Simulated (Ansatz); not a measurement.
Li5NbO5: pressure against volume

Li5NbO5, C2/m, a = 9.649 Å, b = 4.008 Å, c = 5.777 Å, β = 108.7°. The structure is a Materials Project entry; whether it is the stable form wasn't checked. Ansatz: PBEsol, PAW, 420 eV, Γ-centred 6×6×4 mesh on 11 atoms, Gaussian smearing 0.02 eV; no spin polarisation. Shape and atoms are relaxed at each volume; pressure is positive in compression.

| V (Å³/atom) | P (GPa) |
| --- | --- |
| 9.039 | ? |
| 9.327 | 3.25 |
| 9.615 | -0.02 |
| 9.904 | -2.85 |
| 10.192 | -5.29 |

Problem. Take V0 = 9.615 Å³/atom, count pressures from its P0 = -0.02 GPa, fit the third-order Birch–Murnaghan form to the other rows, and predict the missing pressure.

Solution. With the Eulerian strain f = ½[(V0/V)^(2/3) − 1] and y = (P − P0)/[3f(1 + 2f)^(5/2)], the form is the line y = B0 + 1.5 B0 (B0′ − 4) f. Rows (f, y): 0.01024, 101.2; -0.00977, 101.4; -0.01905, 101.6. Means f = -0.006193, y = 101.40; Σ(Δf)² = 0.0004481, ΣΔfΔy = -0.005858; the slope is their ratio. y = 101.3 − 13.07 f GPa, so B0 = 101.3 GPa and B0′ = 4 + 2 × (-13.07)/(3 × 101.3) = 3.91. At V = 9.039, f = 0.02102, y = 101.03 and P = 7.04 GPa. The run gave 7.04 GPa, the same to the digits shown. The form still works here, 33 % of the fitted range beyond its end.

Each equal step of compression costs more pressure than the last, as expected when closed-shell repulsion between ions steepens at short distance. With B0 = 101.3 GPa, Li5NbO5 is moderately stiff. The formal charges make Nb pentavalent with an empty d shell, so its bonds to oxygen should be strong and partly covalent, while the Li–O contacts are softer and more ionic. This suggests that the lithium-rich part of the lattice takes up much of the volume change, though the pressures alone can't separate the two contributions.

Because B0′ is close to 4, the third-order term is only a small correction at these strains. The successful prediction therefore supports a smooth compression curve and the value of B0 more strongly than the exact value of B0′, whose small departure from 4 is sensitive to rounding in the pressures. Nor does a smooth curve along one relaxed structural branch rule out a pressure-induced transition to another polymorph.
